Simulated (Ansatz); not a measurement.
CuO (Tenorite) under changes of volume

One of the cells (10.135 Å³/atom); the others are scaled copies at fixed shape and fractional positions:

```
CELL_PARAMETERS angstrom
2.34185 -1.71130 0.00000
2.34185 1.71130 0.00000
-0.85003 0.00000 5.05787
ATOMIC_POSITIONS crystal
Cu 0.50000 0.00000 0.50000
Cu 0.00000 0.50000 0.00000
O 0.41840 0.58160 0.75000
O 0.58160 0.41840 0.25000
```

| Item | Value |
| --- | --- |
| Program | Ansatz 0.2.0 |
| Functional | RPBE |
| Dispersion | D4 |
| Potentials or basis | Ansatz PAW |
| Cutoff | 420 eV (not typed: the program's choice for these potentials) |
| k mesh | 10 × 10 × 5 |
| Occupations | fermi-dirac, width 0.05 eV |
| Spin | no spin polarisation |

```tsv
volume (Å³/atom)	energy over the lowest point (meV/atom)	pressure (GPa)	largest force (eV/Å)
9.527	?	?	?
9.730	14.37	9.8	0.050
9.932	4.75	5.6	0.119
10.135	0.14	1.8	0.182
10.338	0.00	-1.5	0.240
10.540	3.86	-4.5	0.293
10.743	11.29	-7.2	0.341
```

**Question.** What does the run at 9.527 Å³/atom give?

**Answer.** Energy over the lowest point 29.62 meV/atom; pressure 14.5 GPa; largest force 0.025 eV/Å.

Worked out: A Birch-Murnaghan fit of order 3 (a polynomial in V^(-2/3)) to the other rows has its minimum at 10.24 Å³/atom with B0 = V·E''(V) = 168 GPa and B' = 4.8 at fixed shape and positions, which overstates the stiffness. It gives 29.69 meV/atom at 9.527 Å³/atom, against the run's 29.62, and -dE/dV = 14.5 GPa, against 14.5.

Energies are extrapolated to zero smearing.

Caveats: the run has no spin polarisation, though such a crystal can be magnetic; pairwise dispersion overbinds metals, which lowers pressure and volume; the PAW data sets come from PBE, with cores solved anew for the run's functional, which leaves a small shift of forces and pressure.
